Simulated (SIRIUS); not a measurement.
W and the effect of the dispersion correction

The cell as given:

It takes space group Im-3m (No. 229, cubic). Conventional cell: a = 3.165 Å, b = 3.165 Å, c = 3.165 Å, α = 90.00°, β = 90.00°, γ = 90.00°. Around W (site symmetry m-3m) lie 8 W at 2.74 Å.

Kept alike: task relaxation of cell and atoms; functional PBE; k mesh 8 × 8 × 8; occupations fermi-dirac, width 0.05 eV; no spin polarisation. Program: SIRIUS, PseudoDojo 0.4.1 PBE standard (scalar relativistic), cutoff 1030 eV. The mesh is that of the run's cell of 1 atom. No spin-orbit coupling.

| dispersion correction | volume (Å³/atom) |
| --- | --- |
| D3(zero) | 15.772 |
| D3(BJ) | 15.791 |
| D4 | 15.811 |
| none | 16.155 |

The relaxations keep at least the cell's symmetry (Im-3m). For a metal such a mesh leaves the last digits unconverged. Relaxations stop with a little pressure left, so the last digits of a volume or edge aren't settled.

The volume runs from 15.772 (D3(zero)) to 16.155 Å³/atom (none). Against no correction: D3(zero) -2.4 %; D3(BJ) -2.3 %; D4 -2.1 %. Dispersion terms mostly attract and so lower the volume; the schemes' coefficients and damping set how far. Measured: 15.8 Å³/atom (arxiv:2311.02034); nearest D3(BJ); D4, 0.01 Å³/atom off. The runs are for a static lattice.
